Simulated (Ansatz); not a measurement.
Crystal: MoS2.

```
CELL_PARAMETERS angstrom
3.16900 0.00000 0.00000
-1.58450 2.74443 0.00000
0.00000 0.00000 12.32400
ATOMIC_POSITIONS crystal
Mo 0.66667 0.33333 0.75000
Mo 0.33333 0.66667 0.25000
S 0.66667 0.33333 0.37700
S 0.33333 0.66667 0.87700
S 0.66667 0.33333 0.12300
S 0.33333 0.66667 0.62300
```

Base run:

```yaml
Program: Ansatz 0.2.0
Functional: revPBE
Potentials_or_basis: Ansatz PAW
Cutoff: "420 eV (not typed: the program's choice for these potentials)"
k_mesh: 10 × 10 × 3
Occupations: fermi-dirac, width 0.05 eV
Spin: no spin polarisation
```

Its results: band gap on the k mesh 0.96 eV, indirect (least direct gap 1.87 eV); pressure 3.9 GPa.

**Question.** The run is repeated on the same cell with these changes: functional from revPBE to RPBE. What comes out?

**Answer.** Band gap on the k mesh 0.97 eV, indirect (least direct gap 1.87 eV); pressure 4.7 GPa.

Caveats: this functional lacks dispersion, which binds the layers, so the pressure and a relaxed spacing across them are unreliable; the PAW data sets come from PBE, with cores solved anew for the run's functional, which leaves a small shift of forces and pressure.

A k mesh can miss the band edges.
